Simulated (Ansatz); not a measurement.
# SiNi (Pnma) under several functionals

Plane-wave DFT in Ansatz with scalar-relativistic PAW potentials. The same structure was relaxed (cell and atoms, symmetry kept) in separate runs at each level. No spin polarisation.

Q: How do the levels LDA, PBE, PBE+D3(BJ), PBEsol, r2SCAN compare?

A:
| level | cutoff (eV) | k mesh | V (Å³/atom) | a (Å) | b (Å) | c (Å) | B0 (GPa) |
| --- | --- | --- | --- | --- | --- | --- | --- |
| LDA | 420 | 8×10×6 | 11.519 | 5.046 | 3.332 | 5.480 | – |
| PBE+D3(BJ) | 420 | 8×10×6 | 11.804 | 5.099 | 3.342 | 5.541 | – |
| PBEsol | 420 | 8×10×6 | 11.805 | 5.088 | 3.358 | 5.528 | 183 |
| r2SCAN | 500 | 8×10×6 | 11.899 | 5.098 | 3.350 | 5.574 | 180 |
| PBE | 420 | 8×10×6 | 12.221 | 5.154 | 3.375 | 5.620 | 166 |

The usual order of volumes, LDA < PBEsol < PBE, holds here (11.519, 11.805, 12.221 Å³/atom). As a rule LDA overbinds; PBEsol, built on the gradient expansion of slowly varying densities, lies between LDA and PBE; PBE's stronger gradient term for exchange weakens bonds. Adding D3 to PBE changes the volume by -3.4 %; the term is attractive, so it pulls cells in. In metals the pairwise form ignores screening by the conduction electrons, so it can pull in too far. r2SCAN lies 2.6 % under PBE in volume. B0 goes from 183.2 to 165.9 GPa as the volume grows by 3.5 %; on one curve with B' = 4.5 the volume alone, B ∝ V^(−B'), would give 156.6 GPa, and the rest of the difference is the functional's own stiffness.